Q: I want to know how hard a crystal must be pulled to separate it along a plane, and how far the pull reaches. What does a calculation of this give?

A: It opens the crystal by a gap, moves no atom within either half, and records the energy at each gap. Here the crystal is AlRu, treated with the PBE functional, and the cut runs between a plane of aluminium and a plane of ruthenium.

Rigid separation of CsCl-type AlRu (a = 3.004 Å when closed) between Al and Ru (100) planes, six atoms in the cell, unrelaxed. Computed with Ansatz 0.2.0: plane-wave PAW, scalar-relativistic PBE, no spin polarisation, 420 eV cutoff, 20×20×7 k mesh, 0.15 eV Gaussian smearing. Free energies are per area of cut, relative to the closed crystal; positive traction resists opening.

```
opening (Å)  separation energy (mJ/m²)  traction (GPa (slope of the separation energy))
       -0.3                        726                                           -55.59
          0                          0                                             0.07
       0.25                        318                                            22.70
        0.5                       1027                                            32.29
          1                       2674                                            30.32
          2                       4716                                            11.84
          3                       5408                                             3.45
          6                       5655                                             0.07
```

The closed crystal has space group Pm-3m; any other opening lowers the symmetry. The opening, d, is the extra distance between the two planes, and a negative value presses them together. The separation energy, E, is the cost per area of the cut. The traction, T, is the slope of that energy, which is the pull per area needed to hold the gap.

Q: The traction rises and then fades. Why doesn't it keep growing, as in a spring?

A: At first it does act as a spring, because the closed crystal sits at an energy minimum and any small displacement is resisted in proportion. But the force has to be carried by electrons shared between the two faces. Outside a metal surface the electron density falls off exponentially, so the sharing should fade in the same way as the gap widens. The simplest expression with both features is a spring multiplied by a fading factor:

T = k d exp(−d/l)

Here k is the stiffness of the closed cut and l is the length over which the bonding fades. That the overlap of electron tails causes this shape is an argument from theory; the table can only show whether the shape fits.

Q: How do I get an energy from that?

A: Add up the traction from zero to d, which gives

E = W [1 − (1 + d/l) exp(−d/l)], with W = k l²

W is the cost of complete separation. This is known as the universal binding-energy relation. Its useful part is the link between the constants: l = √(W/k). If you know what separation costs in the end and how stiff the cut is at the start, the range of the force follows.

Q: What are the two numbers for AlRu?

A: For W, take the energy at 6 Å, 5655 mJ/m². The traction there is as small as the residue in the undisturbed crystal, so in this calculation the faces have practically stopped pulling on each other. Real faces keep a weak van der Waals attraction at larger gaps, which PBE leaves out.

For k, take the slope of the traction at zero opening. Between −0.3 Å and zero the slope is about 186 GPa/Å, and between zero and 0.25 Å it is about 91 GPa/Å. A parabola through the three points gives 134 GPa/Å at zero itself. With points this far apart that is an estimate, which may be off by about a tenth.

Since 1 mJ/m² per Å is 0.01 GPa, W equals 56.6 GPa·Å. Then l = √(56.6/134) ≈ 0.65 Å, about a quarter of the distance between neighbouring atoms.

Q: Show me the rule at work on a row that did not supply those numbers.

A: Take an opening of 1 Å. The ratio d/l is 1.54, and exp(−1.54) is about 0.215.

E ≈ 5655 × (1 − 2.54 × 0.215) ≈ 2570 mJ/m²

T ≈ 134 × 1 × 0.215 ≈ 29 GPa

The calculation gives 2674 mJ/m² and 30.32 GPa, so the estimates are about 4 % and 5 % low.

Now take 3 Å, where d/l is 4.61 and the exponential has shrunk to 0.0099.

E ≈ 5655 × (1 − 5.61 × 0.0099) ≈ 5340 mJ/m²

T ≈ 134 × 3 × 0.0099 ≈ 4.0 GPa

The energy is only 1 % below the computed one, but the traction is 15 % above it.

Q: Why is the energy so good there and the traction so much worse?

A: By 3 Å most of the energy has already been spent, so any sensible curve has to come close to W. The traction depends on the small part that is still to be paid. The table leaves 5655 − 5408 = 247 mJ/m² for the rest of the way, whereas the rule leaves about 315. The computed attraction has therefore faded somewhat further by then than the rule assumes.

Q: And over the whole table?

A: For every outward opening the energy is within 4 % of the computed value, though at 6 Å this is built in, because that row supplied W, and at 0.25 Å partly so, because that row helped to set k. The traction is within about 5 % from 0.5 to 2 Å. These two agreements count as one test, because the traction is the slope of the energy. The closeness also depends on k: with a k a tenth smaller, the energy at 1 Å would come out about 9 % low instead of 4 %.

In compression the rule is poorer: at −0.3 Å it overestimates the energy by 13 %, although the traction of that very row helped to set k. The argument about fading overlap describes faces that move apart. It gives no reason why planes pressed together should follow the same formula.

Q: Could I do this without even a table of exponentials?

A: Measure the opening in units of l and remember a few fractions. At d = l about a quarter of W has been spent, at 2l about 60 %, at 3l about 80 % and at 5l about 96 %. An opening of 2 Å is close to 3l here, and the computed energy is 4716/5655, or 83 %, of the total.

Q: What is the largest pull?

A: In the rule the maximum comes at d = l, where the growing spring force and the fading bond balance. Its height is √(W k)/e, with e ≈ 2.72, which makes 32 GPa. In the table the energy rises by 2674 − 1027 mJ/m² between 0.5 and 1 Å, a mean slope of 32.9 GPa. That exceeds every tabulated traction, so the true peak lies between these two openings and is at least that high. The rule is thus low by about 3 % or more; the table does not fix the peak itself.

The formula also tells you what to expect of another cut. At equal W, a stiffer cut has a higher peak and a shorter reach. An error of 10 % in either W or k changes the peak by only about 5 %.

Q: Could I get k from a single row, by dividing the traction at a small opening by that opening?

A: Not with a pull as large as 0.25 Å. The bond has already weakened by then, and the ratio gives 91 GPa/Å instead of 134. The length becomes 0.79 Å and the peak 26 GPa, at least 20 % too low. You need the slope at zero, from data on both sides or from a much smaller pull.

Q: Could I use a measured elastic constant instead?

A: Only as a rough guess, and here one that is too high. Divide the stiffness against stretching along the normal, with the sides held fixed, by the spacing of the planes. This is exact if each plane interacts with its nearest neighbours alone. Uniform stretching strains the links between more distant planes more than a single gap does, so the two stiffnesses can differ. In AlRu such links matter: at an opening of 0.25 Å the computed forces show that, on one side of the cut, the second plane is pulled about half as hard as the first. The stresses from the same runs, not printed here, put the elastic constant near 330 GPa. Divided by the plane spacing of 1.50 Å, that gives a k of about 220 GPa/Å instead of 134. The reach then comes out too short, and the peak of the rule rises from 32 to about 41 GPa.

Q: Is this like pulling a diatomic molecule apart?

A: Yes, as far as the range is concerned. In H₂, too, the depth of the energy well and the stiffness at its bottom set the distance over which the bond gives way. Whether the exact shape of the curve is also shared, the table cannot say, since it holds no molecule. For AlRu alone, the Morse curve, often used for such molecules, and the relation above were each fitted to the seven rows from zero opening outwards, with two free constants. The typical miss is 50 mJ/m² for Morse and 24 for the relation, whose fitted length of 0.63 Å is close to our estimate. The printed output after this exchange has the details.

Q: Will a real part of AlRu hold 33 GPa?

A: No. That is the stress for opening a perfect plane everywhere at once. In a real part, cracks concentrate the load and defects can move, so it fails far below this value.

The atoms were also held rigid. On the separated faces they still feel strong forces, and letting them move would lower W.

Q: May I at least take half of W as the surface energy?

A: Only as an average. One face is aluminium and the other ruthenium, and the 2828 mJ/m² you get by halving belongs to neither. The slab is also just six atomic planes thick, and its unlike faces can set up an electric dipole. How much these two features shift W is untested. PBE also tends to make the surface energies of metals too low. Any error in W passes straight into the rule.

Output of the analysis:

```
Cost of full separation W (mJ/m2): 5655
Mean of the two unlike face energies (mJ/m2): 2828
Stiffness k of the closed cut (GPa per angstrom): 133.7
Length l from W and k (angstrom): 0.6503
Rule without a fit:
   row      d/l  exp(-d/l)  energy by rule mJ/m2  rule less table mJ/m2  miss in percent  traction by rule GPa  rule less table GPa
  -0.3  -0.4613      1.586                 823.1                  97.08            13.37                -63.62               -8.034
   0.0        0          1                     0                      0                0                     0                -0.07
  0.25   0.3844     0.6808                 324.7                  6.728            2.116                 22.76              0.05867
   0.5   0.7688     0.4636                  1018                 -8.812           -0.858                 30.99                 -1.3
   1.0    1.538     0.2149                  2571                 -102.7           -3.839                 28.73               -1.589
   2.0    3.075    0.04617                  4591                 -125.1           -2.653                 12.35               0.5077
   3.0    4.613   0.009922                  5340                 -67.94           -1.256                  3.98                 0.53
   6.0    9.226  9.845e-05                  5649                 -5.693          -0.1007               0.07898             0.008978
Largest energy miss at openings 0.5 to 3 (percent): 3.839
Traction miss at openings 0.5, 1, 2, 3 (percent): -4.025, -5.239, 4.288, 15.36
Peak traction by rule (GPa): 31.99
Mean slope between 0.5 and 1 angstrom, a lower bound of the peak (GPa): 32.94
Stiffness from the outward pull to 0.25 alone (GPa per angstrom): 90.52
Length l from that one-sided stiffness (angstrom): 0.7904
Peak traction from that one-sided stiffness (GPa): 26.32
Energy still gained from 3 to 6 angstrom (mJ/m2): 247
Stiffness times plane spacing (GPa): 200.8
fit of separation_energy on 7 rows (opening >= 0): coefficient of (1 - (1 + opening/s)*exp(-opening/s)) 5680 +/- 17, s 0.63; rms 24.1, worst 0.5 46, leave-one-out rms 37
  rows outside the fit (model, value, miss): -0.3 890, 726, 164
fit of separation_energy on 7 rows (opening >= 0): coefficient of (1 - exp(-opening/s))**2 5723 +/- 35, s 0.8629; rms 49.7, worst 0.5 79.8, leave-one-out rms 87.2
  rows outside the fit (model, value, miss): -0.3 989.2, 726, 263
```
